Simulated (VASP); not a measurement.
# BN (R3m) in VASP: further runs, part 2 of 2

VASP 6.6.1. The steps go on from the part before.

## Step 4: Relaxation of cell and atoms, PBE

File INCAR:

```
PREC     = Accurate       # precision mode
ENCUT    = 600            # plane-wave cutoff, eV
EDIFF    = 1E-6           # SCF threshold, eV
ISMEAR   = 0              # smearing method
SIGMA    = 0.1            # smearing width, eV
LREAL    = F              # projectors in reciprocal space
LASPH    = T              # aspherical terms in the spheres
NELM     = 100            # most SCF steps
ALGO     = Fast           # electronic algorithm
ISIF     = 3              # what is computed and relaxed
LWAVE    = F              # write WAVECAR
LCHARG   = F              # write CHGCAR
GGA      = PE             # functional
IBRION   = 2              # ionic algorithm
NSW      = 60             # ionic steps
EDIFFG   = -0.04          # ionic threshold
```

File KPOINTS:

```
regular mesh
0
Gamma
  12 12 12
```

File POSCAR:

```
BN
1.0
    1.2511217600      0.7223355200      3.3729343400
   -1.2511217600      0.7223355200      3.3729343400
    0.0000000000     -1.4446710300      3.3729343400
B N
1 1
Direct
    0.9996712200      0.9996712200      0.9996712200
    0.3327617900      0.3327617900      0.3327617900
```

Potentials or basis: VASP PAW PBE potentials, release 64 (B, N).

On the command line:

```sh
> cat potpaw_PBE.64/B/POTCAR potpaw_PBE.64/N/POTCAR > POTCAR
> mpirun -np 1 vasp_std > vasp.out
```

OUTCAR:

```text
PREC = Accurate
   ENCUT = 600
   EDIFF = 1E-6
   ISMEAR = 0
   LREAL = F
   LASPH = T
   NELM = 100
   ISIF = 3
   GGA = PE
   IBRION = 2
   NSW = 60
   EDIFFG = -0.04

 ion  position               nearest neighbor table
   1  1.000  1.000  1.000-   2 1.44   2 1.44   2 1.44
   2  0.333  0.333  0.333-   1 1.44   1 1.44   1 1.44

  LATTYP: Found a trigonal (rhomboedric) cell.
 ALAT       =     3.6692997048
 COS(alpha) =     0.7674786662

  Lattice vectors:

 A1 = (   1.2511217600,   0.7223355200,   3.3729343400)
 A2 = (  -1.2511217600,   0.7223355200,   3.3729343400)
 A3 = (   0.0000000000,  -1.4446710300,   3.3729343400)

Analysis of symmetry for initial positions (statically):
=====================================================================
 Subroutine PRICEL returns:
 Original cell was already a primitive cell.

 Routine SETGRP: Setting up the symmetry group for a
 trigonal (rhombohedral) supercell.

 Subroutine GETGRP returns: Found  6 space group operations
 (whereof  6 operations were pure point group operations)
 out of a pool of 12 trial point group operations.

The static configuration has the point symmetry C_3v.

Analysis of symmetry for dynamics (positions and initial velocities):
=====================================================================
 Subroutine PRICEL returns:
 Original cell was already a primitive cell.

 Routine SETGRP: Setting up the symmetry group for a
 trigonal (rhombohedral) supercell.

 Subroutine GETGRP returns: Found  6 space group operations
 (whereof  6 operations were pure point group operations)
 out of a pool of 12 trial point group operations.

The dynamic configuration has the point symmetry C_3v.

 Subroutine INISYM returns: Found  6 space group operations
 (whereof  6 operations are pure point group operations),
 and found     1 'primitive' translations

----------------------------------------------------------------------------------------

                                     Primitive cell

[... 119 lines left out ...]
   LEPSILON=     F    determine dielectric tensor
   LRPA    =     F    only Hartree local field effects (RPA)
 conjugate gradient relaxation of ions
 non-spin polarized calculation
 RMM-DIIS sequential band-by-band and
 Gauss-broadening in eV      SIGMA  =   0.10
  energy-cutoff  :      600.00
  volume of cell :       18.29
 maximum number of plane-waves:       624
 NGX is ok and might be reduce to    30
   NGX = 15   NGY = 15   NGZ = 15

--------------------------------------- Ionic step        1  -------------------------------------------

 number of electron       8.0000000 magnetization

 Free energy of the ion-electron system (eV)
  ---------------------------------------------------
  ext. energy  EPLUGINS =         0.00000000
  ---------------------------------------------------
  free energy    TOTEN  =       -17.58422970 eV

  energy without entropy =      -17.58422970  energy(sigma->0) =      -17.58422970

------------------------ aborting loop because EDIFF is reached ----------------------------------------

  FORCE on cell =-STRESS in cart. coord.  units (eV):
  Direction    XX          YY          ZZ          XY          YZ          ZX
  --------------------------------------------------------------------------------------
  -------------------------------------------------------------------------------------
  Total        0.4746657      0.4746657      0.2494883      0.0000000      0.0000000     -0.0000000
  in kB       41.5815531     41.5815568     21.8556194      0.0000000      0.0000000     -0.0000000
  external PRESSURE =      35.0062431 kB  Pullay stress =       0.0000000 kB
[... 167 lines left out ...]
--------------------------------------- Ionic step        6  -------------------------------------------

 number of electron       8.0000000 magnetization

 E-fermi :   2.0773     XC(G=0):  -9.5789

 val. band max:        1.6652234057   @ k =  -0.3333   0.3333   0.0000
 cond. band min:       6.0251750588   @ k =   0.5000   0.5000  -0.0000
 fundamental gap:      4.3599516531
 Fermi energy:         2.0773131276

 k-point     1 :       0.0000    0.0000    0.0000
  band No.  band energies     occupation
      1     -16.0157      2.00000
      2      -2.7430      2.00000
      3       0.3428      2.00000
      4       0.3428      2.00000
      5       6.5414      0.00000
      6      13.2263      0.00000
      7      13.2263      0.00000
      8      14.5477      0.00000
[... 360 lines left out ...]
--------------------------------------- Ionic step        9  -------------------------------------------

 number of electron       8.0000001 magnetization

 Free energy of the ion-electron system (eV)
  ---------------------------------------------------
  ext. energy  EPLUGINS =         0.00000000
  ---------------------------------------------------
  free energy    TOTEN  =       -17.60052320 eV

  energy without entropy =      -17.60052320  energy(sigma->0) =      -17.60052320

 E-fermi :   1.6598     XC(G=0):  -9.1535

 val. band max:        1.2017645935   @ k =  -0.3333   0.3333   0.0000
 cond. band min:       5.6602817878   @ k =   0.5000   0.5000  -0.0000
 fundamental gap:      4.4585171943
 Fermi energy:         1.6597824532

 k-point     1 :       0.0000    0.0000    0.0000
  band No.  band energies     occupation
      1     -16.4450      2.00000
      2      -3.4457      2.00000
      3      -0.1374      2.00000
      4      -0.1374      2.00000
      5       5.8307      0.00000
      6      12.7283      0.00000
      7      12.7283      0.00000
      8      13.8855      0.00000
[... 282 lines left out ...]
  FREE ENERGIE OF THE ION-ELECTRON SYSTEM (eV)
  ---------------------------------------------------
  free  energy   TOTEN  =       -17.6005231957 eV

  energy  without entropy=      -17.6005231957  energy(sigma->0) =      -17.60052320

 reached required accuracy - stopping structural energy minimisation
```

OSZICAR:

```text
N       E                     dE             d eps       ncg     rms          rms(c)
DAV:   1     0.180864144893E+02    0.18086E+02   -0.51957E+03  3056   0.105E+03
DAV:   2    -0.188072784056E+02   -0.36894E+02   -0.35552E+02  4088   0.196E+02
DAV:   3    -0.193802148798E+02   -0.57294E+00   -0.57294E+00  3664   0.299E+01
[... 83 lines left out ...]
RMM:   4    -0.176005882090E+02    0.46347E-03   -0.10959E-03  3024   0.353E-01    0.500E-02
RMM:   5    -0.176005187525E+02    0.69457E-04   -0.23062E-04  3024   0.168E-01    0.254E-02
RMM:   6    -0.176005331890E+02   -0.14437E-04   -0.54777E-05  3024   0.745E-02    0.223E-02
RMM:   7    -0.176005229398E+02    0.10249E-04   -0.23340E-05  3024   0.495E-02    0.383E-03
RMM:   8    -0.176005231957E+02   -0.25589E-06   -0.23060E-06  2442   0.189E-02
   9 F= -.17600523E+02 E0= -.17600523E+02  d E =-.269391E-03
```

Wall time 2.8 min (1 thread of Intel Xeon 6975P-C (Granite Rapids), shared host); peak memory 0.19 GiB.

What came out:

- Free energy: -17.6005 eV
- Relaxed volume: 10.41 Å³/atom
- Relaxed cell: a = 4.076 Å, b = 4.076 Å, c = 4.076 Å, α = 35.90°, β = 35.90°, γ = 35.90°
- Space group after relaxing (to 0.05 Å): R3m (No. 160)
- Energy gained by relaxing: 8.1 meV/atom
- Ionic steps: 9
- Pressure after relaxing: -0.1 GPa
- Largest force after relaxing: 0.013 eV/Å
- Band gap on the k mesh: 4.46 eV, indirect (least direct gap 4.66 eV)

Forces in eV/Å, atoms in the order of the input:
```
B    0.000  0.000  0.013
N    0.000  0.000 -0.013
```

Stress tensor (GPa, compression positive):
```
-0.22  0.00  0.00
 0.00 -0.22  0.00
 0.00  0.00  0.15
```

Step by step:
```tsv
step	energy change (eV)	largest force (eV/Å)	pressure (GPa)	volume (Å³)
1	0.0000	0.0031	3.50	18.29
2	0.0035	0.0005	-4.39	18.82
3	-0.0023	0.0017	0.31	18.49
4	-0.0036	0.0015	0.30	18.59
5	-0.0070	0.0001	0.37	18.90
6	-0.0118	0.0065	0.53	19.50
7	-0.0160	0.0275	0.85	20.71
8	-0.0097	0.0550	-4.40	21.44
9	-0.0163	0.0128	-0.10	20.83
```

Final structure:
```xyz
2
Lattice="1.2564 0.7254 3.8094 -1.2564 0.7254 3.8094 0.0000 -1.4507 3.8094" Properties=species:S:1:pos:R:3 pbc="T T T"
B     0.0000    0.0000   11.4229
N     0.0000    0.0000    3.8045
```

## Step 5: Summary

```tsv
task	cell	cutoff (eV)	gap on the mesh (eV)	pressure (GPa)
single point	R3m, 9.14 Å³/atom	520	4.28	3.6
single point	R3m, 10.66 Å³/atom	520	4.50	0.1
relaxation of cell and atoms	relaxed	600	4.46	-0.1
```

Alike in all rows: level PBE; potentials or basis VASP PAW PBE potentials, release 64 (B, N); no spin polarisation; k mesh 12 × 12 × 12; smearing gaussian 0.1 eV.

Absolute energies hang on the potentials; compare differences alone.
